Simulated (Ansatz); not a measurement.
# A computed series for CsBr: response to strain

Take CsBr in the CsCl type structure (space group Pm-3m, No. 221; a = 4.2420 Å) as the base. Axes: x, y, z lie along the cube axes.

Strains are applied to the cell and any free atomic positions relax; under biaxial strain the out-of-plane vector relaxes too.

Level of theory: PBEsol/PAW in Ansatz (a quantum-chemistry and plane-wave program), scalar-relativistic without spin-orbit coupling.

Notes on the quantities. energy relative to the base: free energy F; pressure: mean of the normal stresses, compression positive.

```tsv
variant	energy relative to the base	band gap	volume per atom	pressure
base	0 meV/atom	4.45 eV	38.17 Å³	0.0 kbar
biaxial strain +2.07 %, plane normal [001], relaxed out of plane	[?]	4.24 eV	39.38 Å³	-4.6 kbar
biaxial strain +3.08 %, plane normal [001], relaxed out of plane	+7.5 meV/atom	4.14 eV	40.01 Å³	-6.6 kbar
biaxial strain +4.18 %, plane normal [001], relaxed out of plane	+14 meV/atom	4.02 eV	40.72 Å³	-8.6 kbar
biaxial strain −2.12 %, plane normal [110], relaxed out of plane	+3.7 meV/atom	[?]	37.10 Å³	5.2 kbar
biaxial strain −1.75 %, plane normal [110], relaxed out of plane	+2.5 meV/atom	4.49 eV	37.29 Å³	4.2 kbar
biaxial strain +2.95 %, plane normal [110], relaxed out of plane	+5.5 meV/atom	4.26 eV	39.62 Å³	-4.8 kbar
isotropic strain +1.36 %	+2.9 meV/atom	4.30 eV	39.75 Å³	-5.7 kbar
uniaxial strain ε_xx = +1.63 %	+1.0 meV/atom	4.36 eV	38.79 Å³	-2.4 kbar
tensor shear ε_xz = −0.79 %	+0.2 meV/atom	4.44 eV	38.16 Å³	0.1 kbar
```

**Question.** What belongs in the blanks?

**Answer.** 
- biaxial strain +2.07 %, plane normal [001], relaxed out of plane, energy relative to the base: +3.5 meV/atom
- biaxial strain −2.12 %, plane normal [110], relaxed out of plane, band gap: 4.50 eV

Gaps are read on the SCF mesh and a high-symmetry path. Whether these cells are dynamically stable was not tested.
